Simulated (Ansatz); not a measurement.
This is a one-shot G0W0 calculation with the PAW code Ansatz on zincblende BeTe; the level of theory is G0W0@PBE with 188 empty bands, a screening cutoff of 150 eV and a 4×4×4 mesh. The cell was relaxed with r2SCAN and then strained, so it isn't that functional's minimum.

The input:
```yaml
crystal:
  lattice:
    - [0.0, 2.8286236255, 2.8286236255]
    - [2.8286236255, 0.0, 2.8286236255]
    - [2.8286236255, 2.8286236255, 0.0]
  atoms:
    - { symbol: Be, position: [0.0, 0.0, 0.0] }
    - { symbol: Te, position: [0.25, 0.25, 0.25] }
kpoints:
  mp_grid: { grid: [4, 4, 4] }
hamiltonian:
  xc: pbe
scf:
  occupations: { method: fixed }
gw:
  n_empty_bands: 188
  ecut_chi: 150
  qp_bands: [v2, c2]
  qp_kpoints: band_edges
  screening: { model: contour_deformation }
```

It took 4.5 s on 1 × NVIDIA H100 80GB HBM3 with 2 threads of AMD EPYC 7R13 Processor (Zen 3), on a shared host; peak host memory 1.3 GiB.

Abridged output:
```
Functional definition: PBE
Crystal: 2 atoms, lattice volume = 45.264 Å³
Basis set: ecut = 420 eV, 893 PW (Γ)
Bands: 13, of which v1, the nominal top of the filled ones, is band 9 counted from 1 (8 counted from 0)
Symmetry: 24 space group operations
Space group: F-43m (ITA 216)
k-points: 8 of 64 (time reversal used)
SCF iter   1: HF=-7073.368523 eV  Δρ=1.32e-3  dr2=1.49e-3
SCF iter   2: HF=-7073.368109 eV  Δρ=6.00e-4  dr2=2.25e-4
SCF iter   3: HF=-7073.368058 eV  Δρ=2.59e-4  dr2=3.21e-5
SCF iter   4: HF=-7073.368072 eV  Δρ=6.68e-5  dr2=3.17e-6
SCF iter   5: HF=-7073.368072 eV  Δρ=1.90e-5  dr2=2.98e-7
SCF iter   6: HF=-7073.368072 eV  Δρ=7.11e-6  dr2=4.39e-8
SCF 1 converged in 6 iterations: F = -7073.368072 eV  dr2 = 4.39e-8
Free energy (F): -7073.368072 eV
Fermi energy:    7.251925 eV
--- G₀W₀: contour deformation, 7 samples at zero and on the imaginary axis and 2 off it, 64 q-points, 188 empty bands' worth ---
    ik  band        ε_KS         Σx   Σc(E_QP)       V_xc       Z   E_QP_lin       E_QP  E_QP is
     0     8      7.2519   -16.2559     1.1038   -14.3604  0.7896     6.4546     6.4603  root
     0     9      7.2519   -16.2559     1.1038   -14.3604  0.7896     6.4546     6.4603  root
     0    10     10.8784    -6.1300    -4.2850   -10.6904  0.7814    11.1546    11.1537  root
     0    11     10.8784    -6.1300    -4.2850   -10.6904  0.7814    11.1546    11.1537  root
     1     8      6.5928   -15.7982     1.2642   -13.7290  0.7845     5.7812     5.7877  root
     1     9      6.5928   -15.7982     1.2642   -13.7290  0.7845     5.7812     5.7877  root
     1    10     10.5401    -7.1228    -4.3321   -11.6797  0.7856    10.7655    10.7650  root
     1    11     11.7440    -6.2729    -4.5062   -11.0531  0.7763    12.0191    12.0180  root
     2     8      6.1422   -15.7678     1.4526   -13.4820  0.7802     5.3014     5.3090  root
     2     9      6.1422   -15.7678     1.4526   -13.4820  0.7802     5.3014     5.3090  root
     2    10     10.2962    -7.4105    -4.2654   -11.8728  0.7870    10.4935    10.4931  root
     2    11     11.8608    -5.8920    -4.4655   -10.5920  0.7801    12.0960    12.0952  root
     3     8      5.6069   -15.3512     1.5756   -12.9293  0.7762     4.7519     4.7606  root
     3     9      5.6069   -15.3512     1.5756   -12.9293  0.7762     4.7519     4.7606  root
     3    10      9.8793    -5.9552    -3.9993   -10.0898  0.7912    10.0147    10.0145  root
     3    11     11.6510    -6.0062    -4.4545   -10.5957  0.7850    11.7863    11.7860  root
     6     8      4.6580   -15.3832     1.9886   -12.4969  0.7647     3.7479     3.7603  root
     6     9      4.6580   -15.3832     1.9886   -12.4969  0.7647     3.7479     3.7603  root
     6    10      9.2626    -5.3957    -3.8829    -9.3092  0.8018     9.2932     9.2932  root
     6    11      9.9423    -6.2625    -3.9213   -10.2499  0.7934    10.0084    10.0084  root
```

The points are ik 0 = (0, 0, 0) (Γ), ik 1 = (0, 0, 1/4), ik 2 = (0, 0, -1/2) (L), ik 3 = (0, 1/4, 1/4), ik 6 = (0, -1/2, -1/2) (X); band 9 is the last filled one.

The quasiparticle gap on this mesh is 2.83 eV (Γ to X), against 2.01 eV from PBE: +0.82 eV. Renormalisation factors Z lie between 0.76 and 0.80. G0W0 here is at a finite number of bands, screening cutoff and k mesh, not at the basis limit.

Calculated for a static, non-magnetic cell.

Spin-orbit coupling is left out, which matters wherever the heavy atoms make up the band edges.
